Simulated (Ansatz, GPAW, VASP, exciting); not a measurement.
## One calculation of GaSb, 5 ways

```xyz
2
Lattice="0.0000 3.0590 3.0590 3.0590 0.0000 3.0590 3.0590 3.0590 0.0000" Properties=species:S:1:pos:R:3 pbc="T T T"
Sb    4.5885    4.5885    4.5885
Ga    0.0000    0.0000    0.0000
```

Alike in all runs: task single point; functional PBE; k mesh 8 × 8 × 8; occupations gaussian, width 0.011 eV; no spin polarisation; no spin-orbit coupling. Pressure is positive in compression and, in plane waves, holds the error of the finite cutoff, which Ansatz's Pulay term estimates and takes out.

| program and potentials | plane-wave cutoff (eV) | notes | band gap (eV) | pressure (GPa) |
| --- | --- | --- | --- | --- |
| Ansatz, Ansatz PAW | 420 | 14 valence electrons an atom on average; Pulay term of +0.04 GPa included | 0.03 | 2.29 |
| GPAW, GPAW PAW data sets (gpaw-data 1.2.1) | 600 | 9 valence electrons an atom on average | 0.09 | 2.31 |
| VASP, PBE PAW files Ga_d, Sb, 520 eV | 520 | 9 valence electrons an atom on average | 0.04 | 2.36 |
| Ansatz, all-electron LAPW, scalar-relativistic | - | - | 0.04 | 2.29 |
| exciting, all-electron LAPW+lo, shipped species files, valence relativity iora* | - | - | 0.03 | - |

The band gap spans 0.03 (exciting, all-electron LAPW+lo, shipped species files, valence relativity iora*) to 0.09 eV (GPAW, GPAW PAW data sets (gpaw-data 1.2.1)), with all-electron results at 0.03 to 0.04. The pressure spans 2.29 (Ansatz, Ansatz PAW) to 2.36 GPa (VASP, PBE PAW files Ga_d, Sb, 520 eV), with all-electron results at 2.29. Spin-orbit coupling, left out here, moves the band edges of heavy atoms.

The functional is the same throughout but for its coding, so the spread measures potentials, basis and numerics; runs on potential files found faulty are left out.
